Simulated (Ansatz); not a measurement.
**What Br interstitial (started 2.36 Å from the nearest host atom), symmetric start does to NaBr**

Consider a 16-atom supercell of NaBr in the rock salt structure (space group Fm-3m, No. 225; a = 6.0360 Å) at its relaxed geometry.

The change: a neutral Br interstitial (started 2.36 Å from the nearest host atom), symmetric start, atoms relaxed at fixed cell.

Calculations: PBE, PAW, 420 eV (Ansatz, an electronic-structure program; without spin-orbit coupling). k-mesh 4×4×4 (Γ-centred); smearing 0.01 eV (Fermi–Dirac).

The pressure goes from zero to 3.2 GPa and the largest displacement of a host atom from its site in the perfect cell is 0.67 Å. The final site of the added atom comes out as 6 Na at 2.61–3.52 Å and 2 Br at 2.80 Å.

The magnetic state is the one reached from the starting moments; the real material's order can differ, and small cells can't hold many antiferromagnetic ones. In so small a cell the defect repeats every few ångströms: this is an ordered compound, not a dilute defect. A case with no gap was solved on a k-mesh chosen for an insulator, which is coarse for it. The defect started on the symmetric site and kept its symmetry, so it may sit on a saddle. The defect cell is spin-polarised and ends with 0.5 μB, a fractional moment that hangs on the mesh and smearing.
